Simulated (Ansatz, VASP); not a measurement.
## LiCl: VASP beside Ansatz

```
CELL_PARAMETERS angstrom
-0.05013 2.55652 2.55652
2.55652 -0.05013 2.55652
2.55652 2.55652 -0.05013
ATOMIC_POSITIONS crystal
Li 0.00000 0.00000 0.00000
Cl 0.50000 0.50000 0.50000
```

Change from the starting cell: epitaxial_111 strain +2.0%.

Alike in both runs: task single point; functional r2SCAN; k mesh 8 × 8 × 8; no spin polarisation.

```csv
,VASP,Ansatz
version,VASP 6.6.1,Ansatz 0.2.0
potentials or method,"VASP PAW PBE potentials, release 64 (Li_sv, Cl)","plane waves, PAW"
plane-wave cutoff (eV),520,500
occupations,"gaussian, width 0.01 eV",fixed
valence electrons in the cell,10,10
```

|  | VASP | Ansatz | Ansatz less VASP |
| --- | --- | --- | --- |
| gap on the k mesh at the Fermi level (eV) | 7.06 | 6.99 | -0.068 |

 A k mesh can miss the band edges.
